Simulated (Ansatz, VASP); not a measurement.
**Two plane-wave programs on Al2Au**

```
Au Al
1.0
     0.00000    2.93876    2.93876
     2.93876    0.00000    2.93876
     2.93876    2.93876    0.00000
Au Al
1 2
Direct
  0.00000 0.00000 0.00000
  0.75000 0.75000 0.75000
  0.25000 0.25000 0.25000
```

Change from the starting cell: volume scaled by 0.94.

Alike in both runs: task single point; functional PBE; k mesh 8 × 8 × 8; occupations fermi-dirac, width 0.05 eV; no spin polarisation.

|  | VASP | Ansatz |
| --- | --- | --- |
| version | VASP 6.6.1 | Ansatz 0.2.0 |
| potentials or method | VASP PAW PBE potentials, release 64 (Au, Al) | Ansatz PAW |
| plane-wave cutoff (eV) | 520 | 420 |
| valence electrons in the cell | 17 | 25 |

```tsv
	VASP	Ansatz	Ansatz less VASP
gap on the k mesh at the Fermi level (eV)	none	none	-
pressure (GPa)	11.6	11.9	+0.31
```

A gap of «none» marks a metal or a gap that the smearing closes. With one functional, cell and mesh, what is left measures potentials, basis and numerics. The two sets of potentials don't hold the same shells in valence.

The runs have no spin-orbit coupling, so splittings on Au are missing.
